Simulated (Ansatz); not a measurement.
# BN: how the settings move a single-point run

Question: which choices in the input matter for BN? The cell is built on a prototype (CsCl type) and needn't be the phase found in nature.

Program: Ansatz 0.2.0. Level of theory: reference: DFT, r2SCAN, plane waves, PAW. These are calculated values, not measurements.

2 further runs of the same task are left out: 1 for a known fault of the program, 1 that didn't finish.

### 1 The starting structure

It takes space group Pm-3m (No. 221, cubic). The conventional cell has a = 2.315 Å, b = 2.315 Å, c = 2.315 Å, α = 90.00°, β = 90.00°, γ = 90.00°. B (site symmetry m-3m) has 8 N at 2.00 Å as nearest neighbours. N (site symmetry m-3m) is surrounded by 8 B at 2.00 Å.

As a file:

```
B N
1.0
     2.31480    0.00000    0.00000
     0.00000    2.31480    0.00000
     0.00000    0.00000    2.31480
B N
1 1
Direct
  0.00000 0.00000 0.00000
  0.50000 0.50000 0.50000
```

### 2 Baseline

The input, input.yaml:

```yaml
crystal:
  lattice:
    - [2.3148041895, 0.0, 0.0]
    - [0.0, 2.3148041895, 0.0]
    - [0.0, 0.0, 2.3148041895]
  atoms:
    - { symbol: B, position: [0.0, 0.0, 0.0] }
    - { symbol: "N", position: [0.5, 0.5, 0.5] }
kpoints:
  mp_grid: { grid: [8, 8, 8] }
hamiltonian:
  xc: r2scan
scf:
  occupations: { method: fermi_dirac, width: 0.02 }
  n_extra_bands: 4
output:
  forces: true
  stress: true
  eigenvalues: true
```

On the command line:

```console
ansatz run input.yaml --threads 4 --pin off --max-ram 3686MiB --backend cpu --events-out ev --progress --plain --runs-dir out
```

### 3 Changed: accuracy high

Edit input.yaml of step 2 so:

```diff
@@ -19 +19,2 @@
   eigenvalues: true
+accuracy: high
```

### 4 Variant: dispersion rvv10

Edit input.yaml of step 2 so:

```diff
@@ -12,2 +12,3 @@
   xc: r2scan
+  dispersion: rvv10
 scf:
```

### 5 Variant: occupations.width 0.05

Edit input.yaml of step 2 so:

```diff
@@ -13,3 +13,3 @@
 scf:
-  occupations: { method: fermi_dirac, width: 0.02 }
+  occupations: { method: fermi_dirac, width: 0.05 }
   n_extra_bands: 4
```

### 6 Variant: dispersion d3bj

Edit input.yaml of step 2 so:

```diff
@@ -12,2 +12,3 @@
   xc: r2scan
+  dispersion: d3bj
 scf:
```

### 7 Changed: preconditioner none

Edit input.yaml of step 2 so:

```diff
@@ -15,2 +15,3 @@
   n_extra_bands: 4
+  mixing: { preconditioner: none }
 output:
```

**Question.** What will these runs give? Wanted: for each run, ending; energy change; pressure; gap; force.

**Answer**, as computed:

| run | ending | energy change | pressure (GPa) | gap (eV) | force (eV/Å) | cycles | time |
| --- | --- | --- | --- | --- | --- | --- | --- |
| reference | converged | 0 | -0.8 | 0.00 | 0.00 | 6 | 0.79 s |
| 1: accuracy high | converged | 0.0 meV/atom | -0.8 | 0.00 | 0.00 | 9 | 1 s |
| 2: dispersion rvv10 | converged | +122.4 meV/atom (offset of the dispersion model) | -1.6 | 0.00 | 0.00 | 6 | 1.1 s |
| 3: occupations.width 0.05 | converged | +0.2 meV/atom (σ→0) | -0.9 | 0.00 | 0.00 | 6 | 0.78 s |
| 4: dispersion d3bj | converged | -93.7 meV/atom (offset of the dispersion model) | -3.3 | 0.00 | 0.00 | 6 | 0.8 s |
| 5: preconditioner none | converged | 0.0 meV/atom | -0.8 | 0.00 | 0.00 | 6 | 0.81 s |

Residual by cycle in the longest SCF loop of each run; runs are numbered as in the table. The quantity is the density residual dr2, in eV.

| cycle | reference | run 1 | run 2 | run 3 | run 4 | run 5 |
| --- | --- | --- | --- | --- | --- | --- |
| 1 | 0.00754 | 0.00754 | 0.00688 | 0.00757 | 0.00754 | 0.00754 |
| 2 | 0.00133 | 0.00133 | 0.00142 | 0.00135 | 0.00133 | 0.00133 |
| 3 | 9.1e-5 | 9.1e-5 | 1.5e-6 | 7.3e-5 | 9.1e-5 | 9.1e-5 |
| 4 | 1.3e-5 | 1.3e-5 | 2.2e-7 | 1.8e-5 | 1.3e-5 | 1.3e-5 |
| 5 | 2.7e-7 | 2.7e-7 | 1.2e-7 | 5.5e-7 | 2.7e-7 | 2.7e-7 |
| 6 | 8.3e-9 | 8.3e-9 | 8.0e-9 | 1.7e-8 | 8.3e-9 | 8.3e-9 |
| 7 | - | 1.2e-9 | - | - | - | - |
| 8 | - | 1.4e-10 | - | - | - | - |
| 9 | - | 4.6e-12 | - | - | - | - |

What this shows: The pressure spans -3.3 to -0.8 GPa over the reference and the converged variants.
